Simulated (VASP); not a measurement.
# KCl (Sylvite) (Fm-3m) in VASP: settings compared

One crystal, KCl (Sylvite), is run at these levels: r2SCAN, PBEsol, HSE06; tasks: relaxation of cell and atoms.

Program: VASP 6.6.1. These are calculated values, not measurements. Logs are shortened: lines on timing, memory, paths and dates and some standing lists are left out, and cuts for length are marked.

## Step 1: The structure

The structure is cubic, space group Fm-3m (No. 225). The conventional cell has a = 6.293 Å, b = 6.293 Å, c = 6.293 Å, α = 90.00°, β = 90.00°, γ = 90.00°. K (site symmetry m-3m) has 6 Cl at 3.15 Å as nearest neighbours. Cl (site symmetry m-3m) has 6 K at 3.15 Å as nearest neighbours.

## Step 2: Relaxation of cell and atoms, r2SCAN

Contents of INCAR:

```
SYSTEM = KCl
  ALGO = Normal
  EDIFF = 1E-6
  EDIFFG = -0.01
  ENCUT = 600
  IBRION = 2
  ISIF = 3
  ISMEAR = 0
  LASPH = .TRUE.
  LCHARG = .FALSE.
  LMIXTAU = .TRUE.
  LREAL = .FALSE.
  LWAVE = .FALSE.
  METAGGA = R2SCAN
  NELM = 80
  NSW = 90
  PREC = Accurate
  SIGMA = 0.03
```

Contents of KPOINTS:

```
k-points
0
G
  8 8 8
  0 0 0
```

Contents of POSCAR:

```
KCl
1.0
    0.0000000000      3.1464700000      3.1464700000
    3.1464700000      0.0000000000      3.1464700000
    3.1464700000      3.1464700000      0.0000000000
K Cl
1 1
Direct
    0.0000000000      0.0000000000      0.0000000000
    0.5000000000      0.5000000000      0.5000000000
```

Potentials or basis: VASP PAW PBE potentials, release 64 (K_sv, Cl).

Launch:

```sh
$ cat potpaw_PBE.64/K_sv/POTCAR potpaw_PBE.64/Cl/POTCAR > POTCAR
$ mpirun -np 1 vasp_std > vasp.out
```

OUTCAR:

```text
SYSTEM = KCl
   EDIFF = 1E-6
   EDIFFG = -0.01
   ENCUT = 600
   IBRION = 2
   ISIF = 3
   ISMEAR = 0
   LASPH = .TRUE.
   LREAL = .FALSE.
   METAGGA = R2SCAN
   NELM = 80
   NSW = 90
   PREC = Accurate

 ion  position               nearest neighbor table
   1  0.000  0.000  0.000-   2 3.15   2 3.15   2 3.15   2 3.15   2 3.15   2 3.15
   2  0.500  0.500  0.500-   1 3.15   1 3.15   1 3.15   1 3.15   1 3.15   1 3.15

  LATTYP: Found a face centered cubic cell.
 ALAT       =     6.2929400000

  Lattice vectors:

 A1 = (   0.0000000000,   3.1464700000,   3.1464700000)
 A2 = (   3.1464700000,   0.0000000000,   3.1464700000)
 A3 = (   3.1464700000,   3.1464700000,   0.0000000000)

Analysis of symmetry for initial positions (statically):
=====================================================================
 Subroutine PRICEL returns:
 Original cell was already a primitive cell.

 Routine SETGRP: Setting up the symmetry group for a
 face centered cubic supercell.

 Subroutine GETGRP returns: Found 48 space group operations
 (whereof 48 operations were pure point group operations)
 out of a pool of 48 trial point group operations.

The static configuration has the point symmetry O_h .

Analysis of symmetry for dynamics (positions and initial velocities):
=====================================================================
 Subroutine PRICEL returns:
 Original cell was already a primitive cell.

 Routine SETGRP: Setting up the symmetry group for a
 face centered cubic supercell.

 Subroutine GETGRP returns: Found 48 space group operations
 (whereof 48 operations were pure point group operations)
 out of a pool of 48 trial point group operations.

The dynamic configuration has the point symmetry O_h .

 Subroutine INISYM returns: Found 48 space group operations
 (whereof 48 operations are pure point group operations),
 and found     1 'primitive' translations

----------------------------------------------------------------------------------------

                                     Primitive cell

  volume of cell :      62.3018

  direct lattice vectors                    reciprocal lattice vectors
     0.000000000  3.146470000  3.146470000    -0.158908237  0.158908237  0.158908237
     3.146470000  0.000000000  3.146470000     0.158908237 -0.158908237  0.158908237
     3.146470000  3.146470000  0.000000000     0.158908237  0.158908237 -0.158908237

  length of vectors
     4.449780548  4.449780548  4.449780548     0.275237140  0.275237140  0.275237140

  position of ions in fractional coordinates (direct lattice)
     0.000000000  0.000000000  0.000000000
     0.500000000  0.500000000  0.500000000

  ion indices of the primitive-cell ions
   primitive index   ion index
                 1           1
                 2           2

----------------------------------------------------------------------------------------

 KPOINTS: k-points

Automatic generation of k-mesh.
 Grid dimensions read from file:
 generate k-points for:    8    8    8

 Generating k-lattice:

  Cartesian coordinates                     Fractional coordinates (reciprocal lattice)
    -0.019863530  0.019863530  0.019863530     0.125000000  0.000000000  0.000000000
     0.019863530 -0.019863530  0.019863530     0.000000000  0.125000000  0.000000000
     0.019863530  0.019863530 -0.019863530     0.000000000  0.000000000  0.125000000

  Length of vectors
     0.034404642  0.034404642  0.034404642

  Shift w.r.t. Gamma in fractional coordinates (k-lattice)
     0.000000000  0.000000000  0.000000000

 Subroutine IBZKPT returns following result:
 ===========================================

 Found     29 irreducible k-points:

 Following reciprocal coordinates:
            Coordinates               Weight
  0.000000  0.000000  0.000000      1.000000
  0.125000  0.000000  0.000000      8.000000
  0.250000  0.000000  0.000000      8.000000
  0.375000  0.000000  0.000000      8.000000
  0.500000  0.000000  0.000000      4.000000
  0.125000  0.125000  0.000000      6.000000
[... 16 lines left out ...]
  0.500000  0.250000  0.125000     48.000000
 -0.375000  0.250000  0.125000     24.000000
 [... further k-points ...]
   k-points           NKPTS =     29   k-points in BZ     NKDIM =     29   number of bands    NBANDS=     12
   number of dos      NEDOS =    301   number of ions     NIONS =      2
   total plane-waves  NPLWV =  46656
   dimension x,y,z NGX =    36 NGY =   36 NGZ =   36
   dimension x,y,z NGXF=    72 NGYF=   72 NGZF=   72
   ions per type =               1   1
   NGX,Y,Z   is equivalent  to a cutoff of  13.45, 13.45, 13.45 a.u.
   NGXF,Y,Z  is equivalent  to a cutoff of  26.90, 26.90, 26.90 a.u.
 SYSTEM =  KCl
   PREC   = accura    normal or accurate (medium, high low for compatibility)
   ISTART =      0    job   : 0-new  1-cont  2-samecut
   ICHARG =      2    charge: 1-file 2-atom 10-const
   ISPIN  =      1    spin polarized calculation?
[... 74 lines left out ...]
     11       6.7696      0.00000
     12       6.7696      0.00000

 k-point     2 :       0.1250    0.0000    0.0000
  band No.  band energies     occupation
      1     -30.5314      2.00000
      2     -14.9590      2.00000
      3     -13.2259      2.00000
      4     -13.2259      2.00000
      5     -13.1901      2.00000
      6      -2.4483      2.00000
      7      -2.3135      2.00000
      8      -2.3135      2.00000
      9       3.9395      0.00000
     10       6.6194      0.00000
     11       6.9737      0.00000
     12       6.9737      0.00000

 k-point     3 :       0.2500    0.0000    0.0000
  band No.  band energies     occupation
      1     -30.5277      2.00000
      2     -15.0182      2.00000
      3     -13.2288      2.00000
      4     -13.2288      2.00000
      5     -13.1099      2.00000
      6      -2.8402      2.00000
      7      -2.4295      2.00000
      8      -2.4295      2.00000
      9       4.8187      0.00000
     10       6.4894      0.00000
     11       7.5550      0.00000
     12       7.5550      0.00000

 k-point     4 :       0.3750    0.0000    0.0000
  band No.  band energies     occupation
      1     -30.5241      2.00000
      2     -15.0729      2.00000
      3     -13.2317      2.00000
      4     -13.2317      2.00000
      5     -13.0336      2.00000
      6      -3.1796      2.00000
      7      -2.5402      2.00000
      8      -2.5402      2.00000
      9       5.6100      0.00000
     10       6.7235      0.00000
     11       8.4129      0.00000
     12       8.4129      0.00000

 k-point     5 :       0.5000    0.0000    0.0000
  band No.  band energies     occupation
      1     -30.5225      2.00000
      2     -15.0945      2.00000
      3     -13.2329      2.00000
      4     -13.2329      2.00000
      5     -13.0029      2.00000
      6      -3.3090      2.00000
      7      -2.5847      2.00000
      8      -2.5847      2.00000
      9       5.8686      0.00000
     10       6.9790      0.00000
     11       9.0576      0.00000
     12       9.0576      0.00000
[... 228 lines left out ...]
      1     -30.5196      2.00000
      2     -14.8312      2.00000
      3     -13.3634      2.00000
      4     -13.2792      2.00000
      5     -13.2792      2.00000
      6      -2.9322      2.00000
      7      -2.4901      2.00000
      8      -2.4901      2.00000
      9       4.7685      0.00000
     10       6.9508      0.00000
     11       8.4291      0.00000
     12       8.8468      0.00000

 k-point    22 :       0.3750    0.2500    0.1250
  band No.  band energies     occupation
      1     -30.5251      2.00000
      2     -15.0009      2.00000
      3     -13.2618      2.00000
      4     -13.2365      2.00000
      5     -13.1151      2.00000
      6      -2.9579      2.00000
      7      -2.4900      2.00000
      8      -2.4583      2.00000
      9       5.3946      0.00000
     10       5.8679      0.00000
     11       8.1545      0.00000
     12       8.5034      0.00000

 k-point    23 :       0.5000    0.2500    0.1250
  band No.  band energies     occupation
      1     -30.5222      2.00000
      2     -15.0084      2.00000
      3     -13.2759      2.00000
      4     -13.2469      2.00000
      5     -13.0967      2.00000
      6      -3.0672      2.00000
      7      -2.6045      2.00000
      8      -2.5568      2.00000
      9       5.9369      0.00000
     10       6.3132      0.00000
     11       8.5620      0.00000
     12       8.7684      0.00000

 k-point    24 :      -0.3750    0.2500    0.1250
  band No.  band energies     occupation
      1     -30.5210      2.00000
      2     -15.0113      2.00000
      3     -13.2774      2.00000
      4     -13.2563      2.00000
      5     -13.0887      2.00000
      6      -3.0995      2.00000
      7      -2.6668      2.00000
      8      -2.5931      2.00000
      9       6.1415      0.00000
     10       6.6697      0.00000
     11       8.6995      0.00000
     12       8.7176      0.00000

 [... further k-points ...]

------------------------ aborting loop because EDIFF is reached ----------------------------------------

  FORCE on cell =-STRESS in cart. coord.  units (eV):
  Direction    XX          YY          ZZ          XY          YZ          ZX
  --------------------------------------------------------------------------------------
  -------------------------------------------------------------------------------------
  Total        0.0007817      0.0007817      0.0007817      0.0000000      0.0000000      0.0000000
  in kB        0.0201036      0.0201036      0.0201036      0.0000000      0.0000000      0.0000000
  external PRESSURE =       0.0201036 kB  Pullay stress =       0.0000000 kB

 VOLUME and BASIS-vectors are now :
 -----------------------------------------------------------------------------
  energy-cutoff  :      600.00
  volume of cell :       62.30
      direct lattice vectors                 reciprocal lattice vectors
     0.000000000  3.146470000  3.146470000    -0.158908237  0.158908237  0.158908237
     3.146470000  0.000000000  3.146470000     0.158908237 -0.158908237  0.158908237
     3.146470000  3.146470000  0.000000000     0.158908237  0.158908237 -0.158908237

 POSITION                                       TOTAL-FORCE (eV/Angst)
 -----------------------------------------------------------------------------------
      0.00000      0.00000      0.00000         0.000000      0.000000      0.000000
      3.14647      3.14647      3.14647        -0.000000     -0.000000     -0.000000
 -----------------------------------------------------------------------------------
    total drift:                                0.000000      0.000000      0.000000

  FREE ENERGIE OF THE ION-ELECTRON SYSTEM (eV)
  ---------------------------------------------------
  free  energy   TOTEN  =       -16.5077507758 eV

  energy  without entropy=      -16.5077507758  energy(sigma->0) =      -16.50775078

 reached required accuracy - stopping structural energy minimisation
```

Run time: 60 s. Hardware: 1 thread of Intel Xeon 6975P-C (Granite Rapids), shared host; peak memory 0.22 GiB.

What came out:

- Free energy: -16.5078 eV
- Pressure after relaxing: 0.0 GPa
- Band gap on the k mesh: 5.83 eV, direct

Final structure:
```
CELL_PARAMETERS angstrom
0.00000 3.14647 3.14647
3.14647 0.00000 3.14647
3.14647 3.14647 0.00000
ATOMIC_POSITIONS crystal
K 0.00000 0.00000 0.00000
Cl 0.50000 0.50000 0.50000
```

Levels at points of the mesh, in eV from the valence-band top:
```
           k point  band 6  band 7  band 8  band 9  band 10  band 11
(0.00, 0.00, 0.00)    0.00    0.00    0.00    5.83     9.03     9.03
(0.50, 0.00, 0.00)   -1.05   -0.32   -0.32    8.13     9.24    11.32
(0.50, 0.50, 0.00)   -0.67   -0.23   -0.23    7.03     9.21    10.69
```

Caveat: the relaxation stopped at its first step, so nothing moved; the PAW data sets were made with another functional, which shifts forces and pressure a little.

## Step 3: Relaxation of cell and atoms, r2SCAN

INCAR, as its differences from that of step 2:

```diff
@@ -2,4 +2,4 @@
   ALGO = Normal
-  EDIFF = 1E-6
-  EDIFFG = -0.01
+  EDIFF = 1E-7
+  EDIFFG = -0.005
   ENCUT = 600
```

KPOINTS is that of step 2.

Contents of POSCAR:

```
KCl                                     
1.0
    0.0000000000      3.1464700000      3.1464700000
    3.1464700000      0.0000000000      3.1464700000
    3.1464700000      3.1464700000      0.0000000000
  K               Cl            
     1     1
Direct
     0.0000000000000000    0.0000000000000000    0.0000000000000000
     0.5000000000000000    0.5000000000000000    0.5000000000000000
```

Potentials or basis: VASP PAW PBE potentials, release 64 (K_sv, Cl).

Launch:

```sh
$ cat potpaw_PBE.64/K_sv/POTCAR potpaw_PBE.64/Cl/POTCAR > POTCAR
$ mpirun -np 1 vasp_std > vasp.out
```

It took 62 s on 1 thread of Intel Xeon 6975P-C (Granite Rapids), shared host; peak memory 0.22 GiB.

It converged, with:

| Quantity | Value |
| --- | --- |
| Free energy | -16.5078 eV |
| Pressure after relaxing | 0.0 GPa |
| Band gap on the k mesh | 5.83 eV, direct |

Final structure:
```
K Cl
1.0
     0.00000    3.14647    3.14647
     3.14647    0.00000    3.14647
     3.14647    3.14647    0.00000
K Cl
1 1
Direct
  0.00000 0.00000 0.00000
  0.50000 0.50000 0.50000
```

Levels at points of the mesh, in eV from the valence-band top:
```tsv
k point	band 5	band 6	band 7	band 8	band 9	band 10	band 11	band 12
(0.00, 0.00, 0.00)	-10.96	0.00	0.00	0.00	5.83	9.03	9.03	9.03
(0.50, 0.00, 0.00)	-10.74	-1.05	-0.32	-0.32	8.13	9.24	11.32	11.32
(0.50, 0.50, 0.00)	-11.01	-0.67	-0.23	-0.23	7.03	9.22	10.69	11.11
```

Caveat: the relaxation stopped at its first step, so nothing moved; the PAW data sets were made with another functional, which shifts forces and pressure a little. A k mesh can miss the band edges.

## Step 4: Relaxation of cell and atoms, PBEsol

Contents of INCAR:

```
SYSTEM = KCl
  ALGO = Normal
  EDIFF = 1E-6
  EDIFFG = -0.01
  ENCUT = 600
  GGA = PS
  IBRION = 2
  ISIF = 3
  ISMEAR = 0
  KPAR = 4
  LASPH = .True.
  LCHARG = .False.
  LREAL = .False.
  LWAVE = .False.
  NELM = 80
  NSW = 90
  PREC = Accurate
  SIGMA = 0.03
```

Contents of KPOINTS:

```
k-points
0
Gamma
  8 8 8
  0 0 0
```

Contents of POSCAR:

```
KCl
1.0
    0.0000000000      3.1464700000      3.1464700000
    3.1464700000      0.0000000000      3.1464700000
    3.1464700000      3.1464700000      0.0000000000
K Cl
1 1
Direct
    0.0000000000      0.0000000000      0.0000000000
    0.5000000000      0.5000000000      0.5000000000
```

Launch:

```sh
$ cat potpaw_PBE.64/K_sv/POTCAR potpaw_PBE.64/Cl/POTCAR > POTCAR
$ mpirun -np 4 vasp_std > vasp.out
```

Wall time 12 s (4 MPI ranks of Intel Xeon 6975P-C (Granite Rapids), shared host); peak memory 0.22 GiB.

It converged, with:

```
Free energy                            : -7.0234 eV
Relaxed volume                         : 30.58 Å³/atom
Relaxed cell                           : a = 4.422 Å, b = 4.422 Å, c = 4.422 Å, α = 60.00°, β = 60.00°, γ = 60.00°
Space group after relaxing (to 0.05 Å) : Fm-3m (No. 225)
Energy gained by relaxing              : 0.6 meV/atom
Ionic steps                            : 3
Pressure after relaxing                : 0.0 GPa
Band gap on the k mesh                 : 5.08 eV, direct
```

The path:
| step | energy change (eV) | largest force (eV/Å) | pressure (GPa) | volume (Å³) |
| --- | --- | --- | --- | --- |
| 1 | 0.0000 | 0.0000 | -0.34 | 62.30 |
| 2 | -0.0010 | 0.0000 | -0.18 | 61.71 |
| 3 | -0.0013 | 0.0000 | -0.01 | 61.15 |

Final structure:
```
CELL_PARAMETERS angstrom
0.00000 3.12700 3.12700
3.12700 0.00000 3.12700
3.12700 3.12700 0.00000
ATOMIC_POSITIONS crystal
K 0.00000 0.00000 0.00000
Cl 0.50000 0.50000 0.50000
```

Levels at points of the mesh, in eV from the valence-band top:
```
           k point  band 6  band 7  band 8  band 9  band 10  band 11
(0.00, 0.00, 0.00)    0.00    0.00    0.00    5.08     8.30     8.30
(0.50, 0.00, 0.00)   -1.12   -0.35   -0.35    7.48     8.56    10.54
(0.50, 0.50, 0.00)   -0.69   -0.23   -0.23    6.38     8.31    10.01
```

Caveat: the PAW data sets were made with another functional, which shifts forces and pressure a little. As with any semilocal functional, this PBEsol gap is likely too small.

## Step 5: Relaxation of cell and atoms, HSE06

This run uses another cell than the first one, of 30.58 Å³/atom, 0.982 times its volume.

Contents of POSCAR:

```
KCl                                     
1.0
    0.0000000000      3.1269960181      3.1269960181
    3.1269960181     -0.0000000000      3.1269960181
    3.1269960181      3.1269960181     -0.0000000000
  K               Cl            
     1     1
Direct
     0.0000000000000000    0.0000000000000000    0.0000000000000000
     0.5000000000000000    0.5000000000000000    0.5000000000000000
```

Contents of INCAR.step1:

```
SYSTEM = KCl
  ALGO = Normal
  EDIFF = 1E-5
  ENCUT = 520
  GGA = PE
  ISMEAR = 0
  KPAR = 4
  LASPH = .True.
  LCHARG = .False.
  LREAL = .False.
  LWAVE = .True.
  NELM = 80
  PREC = Accurate
  SIGMA = 0.03
```

Contents of INCAR.step2:

```
SYSTEM = KCl
  ALGO = Normal
  EDIFF = 1E-6
  EDIFFG = -0.01
  ENCUT = 520
  GGA = PE
  HFSCREEN = 0.2
  IBRION = 2
  ISIF = 3
  ISMEAR = 0
  ISTART = 1
  KPAR = 4
  LASPH = .True.
  LCHARG = .False.
  LHFCALC = .True.
  LREAL = .False.
  LWAVE = .False.
  NELM = 80
  NSW = 25
  PREC = Accurate
  PRECFOCK = Fast
  SIGMA = 0.03
```

Contents of KPOINTS:

```
k-points
0
Gamma
  6 6 6
  0 0 0
```

Launch:

```sh
$ cat potpaw_PBE.64/K_sv/POTCAR potpaw_PBE.64/Cl/POTCAR > POTCAR
$ cp INCAR.step1 INCAR
$ mpirun -np 4 vasp_std > vasp.out
$ cp INCAR.step2 INCAR
$ mpirun -np 4 vasp_std > vasp.out
```

It took 7.1 min on 4 MPI ranks of Intel Xeon 6975P-C (Granite Rapids), shared host; peak memory 0.32 GiB.

Results (log left out):

* Free energy: -7.8833 eV
* Relaxed volume: 32.04 Å³/atom
* Relaxed cell: a = 4.492 Å, b = 4.492 Å, c = 4.492 Å, α = 60.00°, β = 60.00°, γ = 60.00°
* Space group after relaxing (to 0.05 Å): Fm-3m (No. 225)
* Energy gained by relaxing: 3.5 meV/atom
* Ionic steps: 3
* Pressure after relaxing: 0.0 GPa
* Band gap on the k mesh: 6.42 eV, direct

Step by step:
```
step  energy change (eV)  largest force (eV/Å)  pressure (GPa)  volume (Å³)
   1              0.0000                0.0000            0.87        61.15
   2             -0.0056                0.0000            0.37        62.63
   3             -0.0071                0.0000           -0.05        64.09
```

Final structure:
```yaml
crystal:
  lattice:
    - [0.00000, 3.17626, 3.17626]
    - [3.17626, 0.00000, 3.17626]
    - [3.17626, 3.17626, 0.00000]
  atoms:
    - { symbol: K, position: [0.00000, 0.00000, 0.00000] }
    - { symbol: Cl, position: [0.50000, 0.50000, 0.50000] }
```

Levels at points of the mesh, in eV from the valence-band top:
| k point | band 6 | band 7 | band 8 | band 9 | band 10 | band 11 |
| --- | --- | --- | --- | --- | --- | --- |
| (0.00, 0.00, 0.00) | 0.00 | 0.00 | 0.00 | 6.42 | 9.92 | 9.92 |
| (0.50, 0.00, 0.00) | -1.05 | -0.31 | -0.31 | 8.83 | 10.00 | 12.23 |
| (0.50, 0.50, 0.00) | -0.68 | -0.23 | -0.23 | 7.93 | 9.71 | 11.34 |

Caveat: the PAW data sets were made with another functional, which shifts forces and pressure a little. Zero-point motion and thermal expansion aren't in these numbers.

## Step 6: Overview

```csv
level,k mesh,cutoff (eV),grid for exact exchange (PRECFOCK),screening parameter,gap on the mesh (eV),pressure (GPa),relaxed volume (Å³/atom)
r2SCAN,8 × 8 × 8,600,-,-,5.83,0.0,-
PBEsol,8 × 8 × 8,600,-,-,5.08,0.0,30.58
HSE06,6 × 6 × 6,520,Fast,0.2 1/A,6.42,0.0,32.04
```

Alike in all rows: task relaxation of cell and atoms; potentials or basis VASP PAW PBE potentials, release 64 (K_sv, Cl); no spin polarisation; cell relaxed; smearing gaussian 0.03 eV.

Caveats: the PAW data sets were made with another functional, which shifts forces and pressure a little; the relaxation stopped at its first step, so nothing moved (some runs).

Absolute energies hang on the potentials; compare differences alone.
